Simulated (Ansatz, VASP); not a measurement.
## Rh: VASP beside Ansatz

```xyz
2
Lattice="2.7669 0.0000 0.0000 -1.3835 2.3962 0.0000 0.0000 0.0000 4.4868" Properties=species:S:1:pos:R:3 pbc="T T T"
Rh    0.0000    1.5975    1.1217
Rh    1.3835    0.7987    3.3651
```

This isn't the form of Rh at room conditions, which is fcc.

Alike in both runs: task single point; functional LDA; k mesh 11 × 11 × 6; occupations fermi-dirac, width 0.05 eV; no spin polarisation.

|  | VASP | Ansatz |
| --- | --- | --- |
| version | VASP 6.6.1 | Ansatz 0.2.0 |
| potentials or method | VASP PAW LDA potentials, release 64 (Rh_pv) | Ansatz PAW |
| plane-wave cutoff (eV) | 520 | 420 |
| valence electrons in the cell | 30 | 34 |

VASP gave:

* gap on the k mesh at the Fermi level (eV): none
* pressure (GPa): -26.1
* largest component of the traceless stress (GPa): 1.04

Task: Which values does Ansatz return?

Result: gap on the k mesh at the Fermi level (eV): none; pressure (GPa): -26.7; largest component of the traceless stress (GPa): 1.05.

A gap of «none» marks a metal or a gap that the smearing closes. The two sets of potentials don't hold the same shells in valence.

Caveats: so large a pressure means that the cell lies far from this level's equilibrium, or that cutoff or potentials fall short (VASP); the PAW data sets come from PBE, with cores solved anew for the run's functional, which leaves a small shift of forces and pressure (Ansatz).
